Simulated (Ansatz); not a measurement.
Crystal: SiC (Moissanite).

```
Si C
1.0
     3.07600    0.00000    0.00000
    -1.53800    2.66389    0.00000
     0.00000    0.00000    5.04800
Si C
2 2
Cartesian
  1.5380 0.8880 2.5240
  0.0000 1.7759 0.0000
  1.5380 0.8880 4.4675
  0.0000 1.7759 1.9435
```

Program: Ansatz 0.2.0. Alike in all runs: potentials or basis Ansatz PAW; no spin polarisation; cell as given; k mesh 5 × 5 × 3; the mesh is coarse, so values aren't converged.

Q: Order these runs on this cell by their pressure, lowest first.
A. level PBEsol0; cutoff (eV) 420; smearing fermi-dirac 0.05 eV; points for each segment of the path 4
B. level HF; cutoff (eV) 420; smearing fermi-dirac 0.05 eV; points for each segment of the path 4
C. level r2SCAN50; cutoff (eV) 500; smearing fermi-dirac 0.05 eV; points for each segment of the path 4
D. level HSE06; cutoff (eV) 420; smearing gaussian 0.1 eV

A: C (-6.0 GPa), A (-3.5 GPa), D (-1.0 GPa), B (1.9 GPa).

Caveats: all runs use coarse meshes; the PAW data sets come from PBE, with cores solved anew for the run's functional, which leaves a small shift of forces and pressure; the thresholds are loose for stress.
